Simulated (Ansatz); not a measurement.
# SnS, one structure, two calculations

Cell: a structure deposited in the COD whose atoms were relaxed with PBE, the cell held.

```
Sn S
1.0
    11.32000    0.00000    0.00000
     0.00000    4.05000    0.00000
     0.00000    0.00000    4.24200
Sn S
4 4
Direct
  0.12035 0.25000 0.10796
  0.37965 0.75000 0.60796
  0.62035 0.25000 0.39204
  0.87965 0.75000 0.89204
  0.85167 0.25000 0.47695
  0.64833 0.75000 0.97695
  0.35167 0.25000 0.02305
  0.14833 0.75000 0.52305
```

Atoms are numbered from 1 in the order listed; like atoms form one site, named after its first atom.

First run. Level of theory: DFT, PBE, plane waves and PAW, scalar-relativistic, 420 eV cutoff, Γ-centred 4×11×10 k-points, Fermi–Dirac smearing 0.02 eV (Ansatz 0.2.0).

```tsv
site	atom	V_zz (10²¹ V/m²)	η
Sn	1	-11.20	0.30
S	5	-2.86	0.08
```

Second run. The same atoms and settings, except that spin–orbit coupling is included (fully relativistic PAW files).

Task: Given the first result, estimate the second.

Result: 

| site | atom | V_zz | η | change of V_zz |
| --- | --- | --- | --- | --- |
| Sn | 1 | -11.24 | 0.29 | -0.04 |
| S | 5 | -2.88 | 0.08 | -0.02 |

The largest change of V_zz is on Sn, from -11.20 to -11.24. In per cent, |V_zz| changes by 0 on Sn, +1 on S (all sites that start above 0.5).
